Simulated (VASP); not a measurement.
# InPd (P1) in VASP: convergence with ENAUG

Aim: find how far ENAUG must go before the results for InPd settle, at PBE. This setting moves, with any that are tied to it; all else stays.

Everything below comes from runs of VASP 6.6.1. Logs are shortened: lines on timing, memory, paths and dates and some standing lists are left out, and cuts for length are marked.

### 1 The cell of the first run

The typed cell holds 2 atoms: a = 3.272 Å, b = 3.272 Å, c = 3.272 Å, α = 90.00°, β = 90.00°, γ = 90.00°.

The cell comes from a database or a generator and needn't be the stable form of this composition.

The cell isn't the ideal one: atoms moved at random, drawn with an rms of 0.02 Å.

### 2 With ENAUG 300

Input file INCAR:

```
SYSTEM = InPd
ALGO = Fast
EDIFF = 1E-7
ENAUG = 300
ENCUT = 520
GGA = PE
ISIF = 2
ISMEAR = 1
LASPH = .True.
LCHARG = .False.
LREAL = .False.
LWAVE = .False.
NBANDS = 18
NELM = 100
PREC = Medium
SIGMA = 0.1
```

Input file KPOINTS:

```
k-points
0
Gamma
  6 6 6
  0 0 0
```

Input file POSCAR:

```
InPd
1.0
    3.2718847800      0.0000000000      0.0000000000
    0.0000000000      3.2718847800      0.0000000000
    0.0000000000      0.0000000000      3.2718847800
In Pd
1 1
Direct
    0.0022650000     -0.0041320000      0.0005910000
    0.5016080000      0.5002480000      0.4982600000
```

Potentials or basis: VASP PAW PBE potentials, release 64 (In_d, Pd).

The run is started by

```
> cat potpaw_PBE.64/In_d/POTCAR potpaw_PBE.64/Pd/POTCAR > POTCAR
> mpirun -np 1 vasp_std > vasp.out
```

Wall time 20 s (1 thread of Intel Xeon 6975P-C (Granite Rapids), shared host); peak memory 0.16 GiB.

What came out:

* Free energy: -8.7053 eV
* Pressure: 4.0 GPa
* Largest force: 0.069 eV/Å
* Band gap on the k mesh: none (metal or under the smearing width)

### 3 With ENAUG 400

Edit INCAR of step 2 so:

```diff
@@ -3,3 +3,3 @@
 EDIFF = 1E-7
-ENAUG = 300
+ENAUG = 400
 ENCUT = 520
```

KPOINTS is that of step 2.

POSCAR is that of step 2.

Potentials or basis: VASP PAW PBE potentials, release 64 (In_d, Pd).

The run is started by

```
> cat potpaw_PBE.64/In_d/POTCAR potpaw_PBE.64/Pd/POTCAR > POTCAR
> mpirun -np 1 vasp_std > vasp.out
```

Wall time 19 s (1 thread of Intel Xeon 6975P-C (Granite Rapids), shared host); peak memory 0.17 GiB.

What came out:

| Quantity | Value |
| --- | --- |
| Free energy | -8.7053 eV |
| Pressure | 4.0 GPa |
| Largest force | 0.067 eV/Å |
| Band gap on the k mesh | none (metal or under the smearing width) |

### 4 With ENAUG 500

Edit INCAR of step 3 so:

```diff
@@ -3,3 +3,3 @@
 EDIFF = 1E-7
-ENAUG = 400
+ENAUG = 500
 ENCUT = 520
```

KPOINTS is that of step 3.

POSCAR is that of step 3.

The run is started by

```
> cat potpaw_PBE.64/In_d/POTCAR potpaw_PBE.64/Pd/POTCAR > POTCAR
> mpirun -np 1 vasp_std > vasp.out
```

Run time: 20 s. Hardware: 1 thread of Intel Xeon 6975P-C (Granite Rapids), shared host; peak memory 0.16 GiB.

Results:

```
Free energy            : -8.7053 eV
Pressure               : 4.0 GPa
Largest force          : 0.067 eV/Å
Band gap on the k mesh : none (metal or under the smearing width)
```

### 5 With ENAUG 700

Edit INCAR of step 4 so:

```diff
@@ -3,3 +3,3 @@
 EDIFF = 1E-7
-ENAUG = 500
+ENAUG = 700
 ENCUT = 520
```

KPOINTS is that of step 4.

POSCAR is that of step 4.

The run is started by

```
> cat potpaw_PBE.64/In_d/POTCAR potpaw_PBE.64/Pd/POTCAR > POTCAR
> mpirun -np 1 vasp_std > vasp.out
```

It took 20 s on 1 thread of Intel Xeon 6975P-C (Granite Rapids), shared host; peak memory 0.17 GiB.

Results:

```
Free energy            : -8.7058 eV
Pressure               : 4.0 GPa
Largest force          : 0.070 eV/Å
Band gap on the k mesh : none (metal or under the smearing width)
```

### 6 With ENAUG 900

Edit INCAR of step 5 so:

```diff
@@ -3,3 +3,3 @@
 EDIFF = 1E-7
-ENAUG = 700
+ENAUG = 900
 ENCUT = 520
```

KPOINTS is that of step 5.

POSCAR is that of step 5.

Potentials or basis: VASP PAW PBE potentials, release 64 (In_d, Pd).

The run is started by

```
> cat potpaw_PBE.64/In_d/POTCAR potpaw_PBE.64/Pd/POTCAR > POTCAR
> mpirun -np 1 vasp_std > vasp.out
```

Wall time 20 s (1 thread of Intel Xeon 6975P-C (Granite Rapids), shared host); peak memory 0.17 GiB.

What came out:

```yaml
Free_energy: -8.7056 eV
Pressure: 4.0 GPa
Largest_force: 0.070 eV/Å
Band_gap_on_the_k_mesh: none (metal or under the smearing width)
```

### 7 With ENAUG 1200

Edit INCAR of step 6 so:

```diff
@@ -3,3 +3,3 @@
 EDIFF = 1E-7
-ENAUG = 900
+ENAUG = 1200
 ENCUT = 520
```

KPOINTS is that of step 6.

POSCAR is that of step 6.

The run is started by

```
> cat potpaw_PBE.64/In_d/POTCAR potpaw_PBE.64/Pd/POTCAR > POTCAR
> mpirun -np 1 vasp_std > vasp.out
```

It took 20 s on 1 thread of Intel Xeon 6975P-C (Granite Rapids), shared host; peak memory 0.17 GiB.

What came out:

```
Free energy            : -8.7055 eV
Pressure               : 4.0 GPa
Largest force          : 0.069 eV/Å
Band gap on the k mesh : none (metal or under the smearing width)
```

### 8 With ENAUG 1600

Edit INCAR of step 7 so:

```diff
@@ -3,3 +3,3 @@
 EDIFF = 1E-7
-ENAUG = 1200
+ENAUG = 1600
 ENCUT = 520
```

KPOINTS is that of step 7.

POSCAR is that of step 7.

Potentials or basis: VASP PAW PBE potentials, release 64 (In_d, Pd).

The run is started by

```
> cat potpaw_PBE.64/In_d/POTCAR potpaw_PBE.64/Pd/POTCAR > POTCAR
> mpirun -np 1 vasp_std > vasp.out
```

OUTCAR:

```text
SYSTEM = InPd
   EDIFF = 1E-7
   ENCUT = 520
   GGA = PE
   ISIF = 2
   ISMEAR = 1
   LASPH = .True.
   LREAL = .False.
   NELM = 100
   PREC = Medium

 ion  position               nearest neighbor table
   1  0.002  0.996  0.001-   2 2.82   2 2.82   2 2.83   2 2.83   2 2.84   2 2.84   2 2.84   2 2.85

   2  0.502  0.500  0.498-   1 2.82   1 2.82   1 2.83   1 2.83   1 2.84   1 2.84   1 2.84   1 2.85

  LATTYP: Found a simple cubic cell.
 ALAT       =     3.2718847800

  Lattice vectors:

 A1 = (   3.2718847800,   0.0000000000,   0.0000000000)
 A2 = (   0.0000000000,   3.2718847800,   0.0000000000)
 A3 = (   0.0000000000,   0.0000000000,   3.2718847800)

Analysis of symmetry for initial positions (statically):
=====================================================================
 Subroutine PRICEL returns:
 Original cell was already a primitive cell.

 Routine SETGRP: Setting up the symmetry group for a
 simple cubic supercell.

 Subroutine GETGRP returns: Found  1 space group operations
 (whereof  1 operations were pure point group operations)
 out of a pool of 48 trial point group operations.

The static configuration has the point symmetry C_1 .

Analysis of symmetry for dynamics (positions and initial velocities):
=====================================================================
 Subroutine PRICEL returns:
 Original cell was already a primitive cell.

 Routine SETGRP: Setting up the symmetry group for a
 simple cubic supercell.

 Subroutine GETGRP returns: Found  1 space group operations
 (whereof  1 operations were pure point group operations)
 out of a pool of 48 trial point group operations.

The dynamic configuration has the point symmetry C_1 .

 Subroutine INISYM returns: Found  1 space group operations
 (whereof  1 operations are pure point group operations),
 and found     1 'primitive' translations

----------------------------------------------------------------------------------------

                                     Primitive cell

  volume of cell :      35.0263

  direct lattice vectors                    reciprocal lattice vectors
     3.271884780  0.000000000  0.000000000     0.305634234  0.000000000  0.000000000
     0.000000000  3.271884780  0.000000000     0.000000000  0.305634234  0.000000000
     0.000000000  0.000000000  3.271884780     0.000000000  0.000000000  0.305634234

  length of vectors
     3.271884780  3.271884780  3.271884780     0.305634234  0.305634234  0.305634234

  position of ions in fractional coordinates (direct lattice)
     0.002265000  0.995868000  0.000591000
     0.501608000  0.500248000  0.498260000

  ion indices of the primitive-cell ions
   primitive index   ion index
                 1           1
                 2           2

----------------------------------------------------------------------------------------

 KPOINTS: k-points

Automatic generation of k-mesh.
 Grid dimensions read from file:
 generate k-points for:    6    6    6

 Generating k-lattice:

  Cartesian coordinates                     Fractional coordinates (reciprocal lattice)
     0.050939039  0.000000000  0.000000000     0.166666667  0.000000000  0.000000000
     0.000000000  0.050939039  0.000000000     0.000000000  0.166666667  0.000000000
     0.000000000  0.000000000  0.050939039     0.000000000  0.000000000  0.166666667

  Length of vectors
     0.050939039  0.050939039  0.050939039

  Shift w.r.t. Gamma in fractional coordinates (k-lattice)
     0.000000000  0.000000000  0.000000000

 Subroutine IBZKPT returns following result:
 ===========================================

 Found    112 irreducible k-points:

 Following reciprocal coordinates:
            Coordinates               Weight
  0.000000  0.000000  0.000000      1.000000
  0.166667  0.000000  0.000000      2.000000
  0.000000  0.166667  0.000000      2.000000
  0.000000  0.000000  0.166667      2.000000
  0.333333  0.000000  0.000000      2.000000
  0.000000  0.333333  0.000000      2.000000
[... 16 lines left out ...]
  0.000000 -0.333333  0.166667      2.000000
 -0.166667  0.000000  0.333333      2.000000
 [... further k-points ...]
   k-points           NKPTS =    112   k-points in BZ     NKDIM =    112   number of bands    NBANDS=     18
   number of dos      NEDOS =    301   number of ions     NIONS =      2
   total plane-waves  NPLWV =   5832
   dimension x,y,z NGX =    18 NGY =   18 NGZ =   18
   dimension x,y,z NGXF=    42 NGYF=   42 NGZF=   42
   ions per type =               1   1
   NGX,Y,Z   is equivalent  to a cutoff of   9.15,  9.15,  9.15 a.u.
   NGXF,Y,Z  is equivalent  to a cutoff of  21.34, 21.34, 21.34 a.u.
 SYSTEM =  InPd
   PREC   = medium    normal or accurate (medium, high low for compatibility)
   ISTART =      0    job   : 0-new  1-cont  2-samecut
   ICHARG =      2    charge: 1-file 2-atom 10-const
   ISPIN  =      1    spin polarized calculation?
   LNONCOLLINEAR =      F non collinear calculations
   LSORBIT =      F    spin-orbit coupling
   LASPH  =      T    aspherical Exc in radial PAW
   ENCUT  =  520.0 eV  38.22 Ry    6.18 a.u.   6.08  6.08  6.08*2*pi/ulx,y,z
   NELM   =    100;   NELMIN=  2; NELMDL= -5     # of ELM steps
   EDIFF  = 0.1E-06   stopping-criterion for ELM
   LREAL  =      F    real-space projection
   EDIFFG = 0.1E-05   stopping-criterion for IOM
   NSW    =      0    number of steps for IOM
   IBRION =     -1    ionic relax: 0-MD 1-quasi-New 2-CG
   NFREE  =      0    steps in history (QN), initial steepest desc. (CG)
   ISIF   =      2    stress and relaxation
   ISYM   =      2    0-nonsym 1-usesym 2-fastsym
   POTIM  = 0.5000    time-step for ionic-motion
   TEBEG  =    0.0;   TEEND  =   0.0 temperature during run
   PSTRESS=    0.0 pullay stress
   NELECT =      23.0000    total number of electrons
   NUPDOWN=      -1.0000    fix difference up-down
   EMIN   =  10.00;   EMAX   =-10.00  energy-range for DOS
   EFERMI =   0.00;   METHOD = LEGACY
   ISMEAR =     1;   SIGMA  =   0.10  broadening in eV -4-tet -1-fermi 0-gaus
   EFERMI_NEDOS =   21; number of points for ismear=-14 and -15
   IALGO  =     68    algorithm
   IMIX   =      4    mixing-type and parameters
     AMIX     =   0.40;   BMIX     =  1.00
     AMIX_MAG =   1.60;   BMIX_MAG =  1.00
  volume/ion in A,a.u.               =      17.51       118.18
  Fermi-wavevector in a.u.,A,eV,Ry     =   1.422938  2.688964 27.548447  2.024754
  Thomas-Fermi vector in A             =   2.543589
   LORBIT       =      0    0 simple, 1 ext, 2 COOP (PROOUT), +10 PAW based schemes
   GGA     = PE    functional components
   LHFCALC =     F    Hartree Fock is set to
   AEXX    =    0.0000 exact exchange contribution
   IVDW    =     0    specifies the selected vdW correction
   LEPSILON=     F    determine dielectric tensor
   LRPA    =     F    only Hartree local field effects (RPA)
 non-spin polarized calculation
 RMM-DIIS sequential band-by-band and
 Methfessel and Paxton  Order N= 1 SIGMA  =   0.10
  energy-cutoff  :      520.00
  volume of cell :       35.03
 maximum number of plane-waves:       968
   NGX = 13   NGY = 13   NGZ = 13

 number of electron      22.9999991 magnetization

 Free energy of the ion-electron system (eV)
  ---------------------------------------------------
  ext. energy  EPLUGINS =         0.00000000
  ---------------------------------------------------
  free energy    TOTEN  =        -8.70552256 eV

  energy without entropy =       -8.70763614  energy(sigma->0) =       -8.70622708

 E-fermi :  10.5103     XC(G=0): -12.2312

 val. band max:       10.4380331470   @ k =   0.5000   0.5000   0.5000
 cond. band min:      10.6254577285   @ k =   0.5000  -0.3333   0.3333
 fundamental gap:      0.1874245814
 Fermi energy:        10.5102748750

 k-point     1 :       0.0000    0.0000    0.0000
  band No.  band energies     occupation
      1      -4.4394      2.00000
      2      -4.4394      2.00000
      3      -4.0309      2.00000
      4      -4.0308      2.00000
      5      -4.0307      2.00000
      6       0.4359      2.00000
[... 10 lines left out ...]
     17      21.0702      0.00000
     18      26.5105      0.00000

 k-point     2 :       0.1667    0.0000    0.0000
  band No.  band energies     occupation
      1      -4.4249      2.00000
      2      -4.3513      2.00000
      3      -4.0577      2.00000
      4      -4.0575      2.00000
      5      -4.0228      2.00000
      6       0.8765      2.00000
[... 10 lines left out ...]
     17      23.6465      0.00000
     18      25.6820      0.00000
[... 442 lines left out ...]
 k-point    24 :      -0.1667    0.0000    0.3333
  band No.  band energies     occupation
      1      -4.3424      2.00000
      2      -4.1676      2.00000
      3      -4.1304      2.00000
      4      -4.1169      2.00000
      5      -4.0445      2.00000
      6       2.5453      2.00000
[... 10 lines left out ...]
     17      23.5569      0.00000
     18      24.1878      0.00000

 [... further k-points ...]

------------------------ aborting loop because EDIFF is reached ----------------------------------------

  FORCE on cell =-STRESS in cart. coord.  units (eV):
  Direction    XX          YY          ZZ          XY          YZ          ZX
  --------------------------------------------------------------------------------------
  -------------------------------------------------------------------------------------
  Total        0.8735585      0.8721618      0.8731767     -0.0007343     -0.0025866      0.0003770
  in kB       39.9584446     39.8945581     39.9409785     -0.0335887     -0.1183186      0.0172459
  external PRESSURE =      39.9313271 kB  Pullay stress =       0.0000000 kB

 VOLUME and BASIS-vectors are now :
 -----------------------------------------------------------------------------
  energy-cutoff  :      520.00
  volume of cell :       35.03
      direct lattice vectors                 reciprocal lattice vectors
     3.271884780  0.000000000  0.000000000     0.305634234  0.000000000  0.000000000
     0.000000000  3.271884780  0.000000000     0.000000000  0.305634234  0.000000000
     0.000000000  0.000000000  3.271884780     0.000000000  0.000000000  0.305634234

 POSITION                                       TOTAL-FORCE (eV/Angst)
 -----------------------------------------------------------------------------------
      0.00741      3.25837      0.00193        -0.008820      0.060622     -0.032510
      1.64120      1.63675      1.63025         0.008820     -0.060622      0.032510
 -----------------------------------------------------------------------------------
    total drift:                                0.000469     -0.000947      0.000289

  FREE ENERGIE OF THE ION-ELECTRON SYSTEM (eV)
  ---------------------------------------------------
  free  energy   TOTEN  =        -8.7055225551 eV

  energy  without entropy=       -8.7076361444  energy(sigma->0) =       -8.70622708
```

Wall time 20 s (1 thread of Intel Xeon 6975P-C (Granite Rapids), shared host); peak memory 0.18 GiB.

Results:

| Property | Result |
| --- | --- |
| Free energy | -8.7055 eV |
| Pressure | 4.0 GPa |
| Largest force | 0.069 eV/Å |
| Band gap on the k mesh | none (metal or under the smearing width) |

### 9 The series at a glance

| ENAUG | energy less the tightest run, at zero smearing (meV/atom) | largest force (eV/Å) | SCF cycles | CPU time (s) | peak memory (GiB) |
| --- | --- | --- | --- | --- | --- |
| 300 | 0.09 | 0.069 | 21 | 19 | 0.16 |
| 400 | 0.13 | 0.067 | 21 | 19 | 0.17 |
| 500 | 0.13 | 0.067 | 21 | 20 | 0.16 |
| 700 | -0.14 | 0.070 | 21 | 19 | 0.17 |
| 900 | -0.03 | 0.070 | 21 | 19 | 0.17 |
| 1200 | 0.01 | 0.069 | 21 | 19 | 0.17 |
| 1600 | 0.00 | 0.069 | 21 | 19 | 0.18 |

Against the tightest run, the energy stays within 1 meV/atom from 300 on; the largest force stays within 0.005 eV/Å from 300 on. The tightest run that finished is the yardstick and may itself not be fully converged.
